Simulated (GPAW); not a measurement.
Input of a GPAW 26.7.0 run:

Contents of run.py:

```python
import numpy as np
from ase.dft.bandgap import bandgap
from ase.io import read, write
from gpaw import GPAW, PW
from gpaw.response.df import DielectricFunction

atoms = read('Mo.cif')

calc = GPAW(mode=PW(500),
            xc='MGGA_X_SCAN+MGGA_C_SCAN',
            kpts={'size': (9, 9, 9), 'gamma': True},
            occupations={'name': 'fermi-dirac', 'width': 0.05},
            nbands=16,
            convergence={'density': 1e-06},
            maxiter=150,
            txt='gpaw.txt')
atoms.calc = calc
energy = atoms.get_potential_energy()
calc.write('gs.gpw')
write('result.traj', atoms)
print(f'Energy: {energy:.6f} eV')
print('Fermi level:', round(calc.get_fermi_level(), 4), 'eV')
print(f'Gap: {bandgap(calc)[0]:.4f} eV, direct: {bandgap(calc, direct=True)[0]:.4f} eV')

dense = calc.fixed_density(kpts={'size': (15, 15, 15), 'gamma': True},
                           nbands=23, convergence={'bands': 17, 'eigenstates': 1e-7},
                           update_fermi_level=True, txt='dense.txt')
dense.write('dense.gpw', mode='all')

df = DielectricFunction('dense.gpw', frequencies=np.array([0.0]), hilbert=False, eta=0.001,
                        ecut=60, nbands=17, txt='df.txt')
for q_c in [[0.0666666667, 0.0666666667, 0.0666666667], [0.1333333333, 0.1333333333, 0.1333333333], [0.2, 0.2, 0.2], [0.2666666667, 0.2666666667, 0.2666666667], [0.4666666667, 0.4666666667, 0.4666666667], [0.7333333333, 0.7333333333, 0.7333333333], [0.9333333333, 0.9333333333, 0.9333333333], [0.0666666667, 0.0666666667, 0.0], [0.1333333333, 0.1333333333, 0.0], [0.2, 0.2, 0.0], [0.2666666667, 0.2666666667, 0.0], [0.4666666667, 0.4666666667, 0.0], [0.7333333333, 0.7333333333, 0.0], [0.9333333333, 0.9333333333, 0.0]]:
    e0, e = df.get_dielectric_function(xc='RPA', q_c=q_c, filename=None)
    q = np.linalg.norm(2 * np.pi * np.array(q_c) @ atoms.cell.reciprocal())
    print(q_c, f'|q| = {q:.4f} 1/A: eps {e0[0].real:.4f} without, {e[0].real:.4f} with local fields')
```

The input Mo.cif:

```cif
data_Mo
_cell_length_a 2.74323761
_cell_length_b 2.74323761
_cell_length_c 2.74323761
_cell_angle_alpha 109.47122063
_cell_angle_beta 109.47122063
_cell_angle_gamma 109.47122063
_space_group_name_H-M_alt 'P1'
_space_group_name_Hall 'P 1'
_space_group_IT_number 1
loop_
_space_group_symop_operation_xyz
'x,y,z'
loop_
_atom_site_label
_atom_site_type_symbol
_atom_site_symmetry_multiplicity
_atom_site_Wyckoff_symbol
_atom_site_fract_x
_atom_site_fract_y
_atom_site_fract_z
_atom_site_occupancy
Mo1 Mo 1 a 0.0000000000 0.0000000000 0.0000000000 1
```

Potentials or basis: GPAW PAW data sets (gpaw-data 1.2.1), pw.

The run is started by

```bash
$ OMP_NUM_THREADS=1 python run.py
```

(1) What does it give for the band gap on the k mesh?

Answers

(1) none (metal or under the smearing width).

Caveat: response on these states lacks terms of the Hamiltonian.
